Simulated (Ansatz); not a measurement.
## CaF$_{2}$: Ca on a F site

Computed with Ansatz 0.2.0, DFT PBE, scalar-relativistic, plane waves, PAW. Run with 420 eV cutoff, 2×2×2 k-mesh, shifted by half a step, Gaussian smearing of 0.01 eV, collinear spin in charge 0, -2 alone.

Host crystal, relaxed:

```
Ca F
1.0
     0.00000    2.75588    2.75588
     2.75588    0.00000    2.75588
     2.75588    2.75588    0.00000
Ca F
1 2
Direct
  0.00000 0.00000 0.00000
  0.75000 0.75000 0.75000
  0.25000 0.25000 0.25000
```

Supercell of 48 atoms, rows in host cell vectors: 1 -3 1; 1 1 1; -3 1 1. Atoms relax at the host's cell, keeping the symmetry that the supercell leaves at the site. The cell is small, so energies carry finite-size errors of tenths of an eV. The host's Kohn–Sham gap is 7.14 eV. Atoms are taken from and returned to the elements' standard states. Charged cells are corrected for image charges with the computed static dielectric tensor (mean 8.7) and aligned with the host's potential at far atoms (alignment terms reach 0.67 eV; the program doubts the alignment in some charges, where it is up to 0.67 eV). No band-filling term is added, and the Fermi level counts from the host's valence band top.

Defect: Ca on a F site at (0.750, 0.750, 0.750) of the host cell.

**Question.** What is the formation energy of the neutral defect?

**Answer.** 14.09 eV.

**Question.** Does the neutral defect carry a moment, and how do its surroundings relax?

**Answer.** It changes the cell's moment by 3.00 μB. The nearest neighbours before are 4 Ca at 2.39 Å, 6 F at 2.76 Å; after relaxation the atoms near the site are 6 F at 2.71 Å, 4 Ca at 2.80 Å; the largest move is 0.41 Å.

**Question.** Charges 0, -1, -2 were computed. Which is stable where in the gap?

**Answer.** Among the charges computed the stable one is 0 at the valence band top and stays so across the gap. In charge 0, -1 the cell has partly filled bands: a level of the defect may be part filled, the carrier may sit in the host's bands, or levels may cross between the k points, so transitions that involve it are doubtful. Levels between neighbouring charges: (0/-1) 7.75 eV, (-1/-2) 7.46 eV.